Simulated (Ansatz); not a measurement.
**Calculated ³³S NMR of the central transition for SnS2 at a changed volume**

Cell: a structure deposited in the COD, relaxed with PBE at fixed cell and then changed (volume scaled by 1.02, ions relaxed).

```
CELL_PARAMETERS angstrom
3.62887 0.00000 0.00000
-1.81444 3.14270 0.00000
0.00000 0.00000 5.49616
ATOMIC_POSITIONS crystal
Sn 0.00000 0.00000 0.00000
S 0.66667 0.33333 0.73122
S 0.33333 0.66667 0.26878
```

Sites (sets of like atoms) are named by element and the number of their first atom in this list.

Level of theory: DFT, PBE, plane waves and PAW, scalar-relativistic, 420 eV cutoff, Γ-centred 14×14×8 k-points, Fermi–Dirac smearing 0.02 eV (Ansatz 0.2.0).

³³S has I = 3/2 and Q = -69.40 mb (Pyykkö 2018); at 18.8 T its Larmor frequency is ν₀ = 61.5 MHz. Only the quadrupole interaction is simulated: positions count from each site's isotropic chemical shift, and shift anisotropy, dipolar and J coupling are left out.

(1) Give C_Q, η, the quadrupolar product P_Q = |C_Q|(1 + η²/3)^½, the second-order isotropic shift and the breadth of the pattern (static powder) for each S site.

Results:

(1) 

```
site     first shell  C_Q (MHz)     η  P_Q (MHz)  δ_QIS (ppm)  breadth (kHz)
   S  3 Sn at 2.56 Å       6.41  0.00       6.41         -272           87.1
```

δ_QIS = −(ν_Q²/30ν₀²)[I(I+1) − 3/4](1 + η²/3) × 10⁶ ppm with ν_Q = 3|C_Q|/[2I(2I−1)]; it falls as 1/B₀² in ppm, and the breadth as 1/B₀ in kHz.

An axis of threefold or higher order runs through S, so V_zz lies along it and η is zero.

Without spin–orbit coupling (the program notes it for Sn) the gradients can shift somewhat, as the gap is small. At this changed cell the PBE pressure is 6 GPa.

The relaxation (3 steps) took 14 s of wall time (14 s of CPU time) and 0.56 GiB at its peak, on 1 thread of Intel Xeon 6975P-C (Granite Rapids) (x86_64; 16 cores open to the job, memory cap 3.0 GiB, no GPU), a shared host with a load of 0.6 a core.
